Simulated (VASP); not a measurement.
# BaS (Fm-3m) in VASP: further runs, part 2 of 2

VASP 6.6.1. Earlier steps stand in the parts before.

### Step 3. Relaxation of cell and atoms, PBEsol

INCAR

```
PREC     = Accurate       # precision mode
ENCUT    = 600            # plane-wave cutoff, eV
EDIFF    = 1E-6           # SCF threshold, eV
ISMEAR   = 0              # smearing method
SIGMA    = 0.02           # smearing width, eV
LREAL    = False          # projectors in reciprocal space
LASPH    = True           # aspherical terms in the spheres
NELM     = 60             # most SCF steps
ALGO     = Normal         # electronic algorithm
ISIF     = 3              # what is computed and relaxed
LWAVE    = False          # write WAVECAR
LCHARG   = False          # write CHGCAR
GGA      = PS             # functional
IBRION   = 2              # ionic algorithm
NSW      = 70             # ionic steps
EDIFFG   = -0.005         # ionic threshold
```

KPOINTS

```
Automatic mesh
0
Gamma
  8 8 8
```

POSCAR

```
BaS
1.0
    0.0000000000      3.2143926808      3.2143926808
    3.2143926808      0.0000000000      3.2143926808
    3.2143926808      3.2143926808      0.0000000000
Ba S
1 1
Direct
    0.0000000000      0.0000000000      0.0000000000
    0.5000000000      0.5000000000      0.5000000000
```

Potentials or basis: VASP PAW PBE potentials, release 64 (Ba_sv, S).

The run is started by

```
> cat potpaw_PBE.64/Ba_sv/POTCAR potpaw_PBE.64/S/POTCAR > POTCAR
> mpirun -np 1 vasp_std > vasp.out
```

OUTCAR:

```text
PREC = Accurate
   ENCUT = 600
   EDIFF = 1E-6
   ISMEAR = 0
   LREAL = False
   LASPH = True
   NELM = 60
   ISIF = 3
   GGA = PS
   IBRION = 2
   NSW = 70
   EDIFFG = -0.005

 ion  position               nearest neighbor table
   1  0.000  0.000  0.000-   2 3.21   2 3.21   2 3.21   2 3.21   2 3.21   2 3.21
   2  0.500  0.500  0.500-   1 3.21   1 3.21   1 3.21   1 3.21   1 3.21   1 3.21

  LATTYP: Found a face centered cubic cell.
 ALAT       =     6.4287853616

  Lattice vectors:

 A1 = (   0.0000000000,   3.2143926808,   3.2143926808)
 A2 = (   3.2143926808,   0.0000000000,   3.2143926808)
 A3 = (   3.2143926808,   3.2143926808,   0.0000000000)

Analysis of symmetry for initial positions (statically):
=====================================================================
 Subroutine PRICEL returns:
 Original cell was already a primitive cell.

 Routine SETGRP: Setting up the symmetry group for a
 face centered cubic supercell.

 Subroutine GETGRP returns: Found 48 space group operations
 (whereof 48 operations were pure point group operations)
 out of a pool of 48 trial point group operations.

The static configuration has the point symmetry O_h .

Analysis of symmetry for dynamics (positions and initial velocities):
=====================================================================
 Subroutine PRICEL returns:
 Original cell was already a primitive cell.

 Routine SETGRP: Setting up the symmetry group for a
 face centered cubic supercell.

 Subroutine GETGRP returns: Found 48 space group operations
 (whereof 48 operations were pure point group operations)
 out of a pool of 48 trial point group operations.

The dynamic configuration has the point symmetry O_h .

 Subroutine INISYM returns: Found 48 space group operations
 (whereof 48 operations are pure point group operations),
 and found     1 'primitive' translations
[... 127 lines left out ...]
 non-spin polarized calculation
 Gauss-broadening in eV      SIGMA  =   0.02
  energy-cutoff  :      600.00
  volume of cell :       66.42
 maximum number of plane-waves:      2252
   NGX = 19   NGY = 19   NGZ = 19

--------------------------------------- Ionic step        1  -------------------------------------------

 number of electron      16.0000002 magnetization

 Free energy of the ion-electron system (eV)
  ---------------------------------------------------
  ext. energy  EPLUGINS =         0.00000000
  ---------------------------------------------------
  free energy    TOTEN  =       -10.71092181 eV

  energy without entropy =      -10.71092181  energy(sigma->0) =      -10.71092181

------------------------ aborting loop because EDIFF is reached ----------------------------------------

  FORCE on cell =-STRESS in cart. coord.  units (eV):
  Direction    XX          YY          ZZ          XY          YZ          ZX
  --------------------------------------------------------------------------------------
  -------------------------------------------------------------------------------------
  Total       -0.5506943     -0.5506943     -0.5506943      0.0000000      0.0000000     -0.0000000
  in kB      -13.2829460    -13.2829460    -13.2829460      0.0000000      0.0000000     -0.0000000
  external PRESSURE =     -13.2829460 kB  Pullay stress =       0.0000000 kB
[... 59 lines left out ...]
--------------------------------------- Ionic step        3  -------------------------------------------

 number of electron      16.0000001 magnetization

 Free energy of the ion-electron system (eV)
  ---------------------------------------------------
  ext. energy  EPLUGINS =         0.00000000
  ---------------------------------------------------
  free energy    TOTEN  =       -10.71953224 eV

  energy without entropy =      -10.71953224  energy(sigma->0) =      -10.71953224

 E-fermi :   1.5400     XC(G=0):  -8.8715

 val. band max:        1.4025997901   @ k =   0.0000   0.0000   0.0000
 cond. band min:       3.3636939998   @ k =   0.5000   0.5000   0.0000
 fundamental gap:      1.9610942098
 Fermi energy:         1.5399511727

 k-point     1 :       0.0000    0.0000    0.0000
  band No.  band energies     occupation
      1     -24.5970      2.00000
      2      -9.6382      2.00000
      3      -9.6382      2.00000
      4      -9.6382      2.00000
      5      -8.9681      2.00000
      6       1.4026      2.00000
      7       1.4026      2.00000
      8       1.4026      2.00000
      9       4.8671      0.00000
     10       5.1870      0.00000
     11       5.1870      0.00000
     12       5.1870      0.00000
[... 331 lines left out ...]
 k-point    24 :      -0.3750    0.2500    0.1250
  band No.  band energies     occupation
      1     -24.5411      2.00000
      2     -10.6403      2.00000
      3      -9.8478      2.00000
      4      -9.7514      2.00000
      5      -7.9605      2.00000
      6      -0.1430      2.00000
      7       0.5080      2.00000
      8       0.5909      2.00000
      9       6.0024      0.00000
     10       6.2039      0.00000
     11       8.0647      0.00000
     12       8.2865      0.00000

 [... further k-points ...]
[... 5 lines left out ...]
  --------------------------------------------------------------------------------------
  -------------------------------------------------------------------------------------
  Total        0.0002449      0.0002449      0.0002449      0.0000000      0.0000000     -0.0000000
  in kB        0.0060927      0.0060927      0.0060927      0.0000000      0.0000000     -0.0000000
  external PRESSURE =       0.0060927 kB  Pullay stress =       0.0000000 kB
[... 17 lines left out ...]
  FREE ENERGIE OF THE ION-ELECTRON SYSTEM (eV)
  ---------------------------------------------------
  free  energy   TOTEN  =       -10.7195322384 eV

  energy  without entropy=      -10.7195322384  energy(sigma->0) =      -10.71953224

 reached required accuracy - stopping structural energy minimisation
```

OSZICAR:

```text
N       E                     dE             d eps       ncg     rms          rms(c)
DAV:   1     0.100419304671E+03    0.10042E+03   -0.76749E+03   696   0.130E+03
DAV:   2    -0.517612693308E+01   -0.10560E+03   -0.99477E+02  1000   0.204E+02
DAV:   3    -0.109955838551E+02   -0.58195E+01   -0.57754E+01   900   0.546E+01
[... 22 lines left out ...]
DAV:   2    -0.107208218928E+02    0.53381E-02   -0.97750E-03   748   0.789E-01    0.177E-01
DAV:   3    -0.107195145077E+02    0.13074E-02   -0.41090E-03  1012   0.464E-01    0.868E-02
DAV:   4    -0.107195177025E+02   -0.31948E-05   -0.13794E-04  1068   0.898E-02    0.526E-02
DAV:   5    -0.107195327184E+02   -0.15016E-04   -0.46747E-05  1092   0.467E-02    0.229E-02
DAV:   6    -0.107195322384E+02    0.48001E-06   -0.20048E-06   816   0.121E-02
   3 F= -.10719532E+02 E0= -.10719532E+02  d E =-.861043E-02
```

CONTCAR:

```text
BaS
   1.00000000000000
     0.0000000000000000    3.1814456940550233    3.1814456940550233
     3.1814456940550233   -0.0000000000000000    3.1814456940550233
     3.1814456940550233    3.1814456940550233   -0.0000000000000000
  Ba              S
     1     1
Direct
     0.0000000000000000    0.0000000000000000    0.0000000000000000
     0.5000000000000000    0.5000000000000000    0.5000000000000000

  0.00000000E+00  0.00000000E+00  0.00000000E+00
  0.00000000E+00  0.00000000E+00  0.00000000E+00
```

Wall time 32 s (1 thread of Intel Xeon 6975P-C (Granite Rapids), shared host); peak memory 0.22 GiB.

What came out:

```yaml
Free_energy: -10.7195 eV
Relaxed_volume: 32.20 Å³/atom
Relaxed_cell: a = 4.499 Å, b = 4.499 Å, c = 4.499 Å, α = 60.00°, β = 60.00°, γ = 60.00°
Space_group_after_relaxing_to_0.05_Å: Fm-3m (No. 225)
Energy_gained_by_relaxing: 4.3 meV/atom
Ionic_steps: 3
Pressure_after_relaxing: 0.0 GPa
Band_gap_on_the_k_mesh: 1.96 eV, indirect (least direct gap 2.09 eV)
```

The path:
| step | energy change (eV) | largest force (eV/Å) | pressure (GPa) | volume (Å³) |
| --- | --- | --- | --- | --- |
| 1 | 0.0000 | 0.0000 | -1.33 | 66.42 |
| 2 | -0.0078 | 0.0000 | 0.44 | 63.81 |
| 3 | -0.0086 | 0.0000 | 0.00 | 64.40 |

Final structure:
```yaml
crystal:
  lattice:
    - [0.00000, 3.18145, 3.18145]
    - [3.18145, 0.00000, 3.18145]
    - [3.18145, 3.18145, 0.00000]
  atoms:
    - { symbol: Ba, position: [0.00000, 0.00000, 0.00000] }
    - { symbol: S, position: [0.50000, 0.50000, 0.50000] }
```

Levels at points of the mesh, in eV from the valence-band top:
| k point | band 6 | band 7 | band 8 | band 9 | band 10 | band 11 |
| --- | --- | --- | --- | --- | --- | --- |
| (0.00, 0.00, 0.00) | 0.00 | 0.00 | 0.00 | 3.46 | 3.78 | 3.78 |
| (0.50, 0.00, 0.00) | -2.02 | -1.13 | -1.13 | 5.51 | 5.56 | 6.31 |
| (0.50, 0.50, 0.00) | -0.53 | -0.13 | -0.13 | 1.96 | 5.93 | 5.99 |

Caveat: the PAW data sets were made with another functional, which shifts forces and pressure a little; spin-orbit coupling is left out, which moves the levels of the heavy elements.
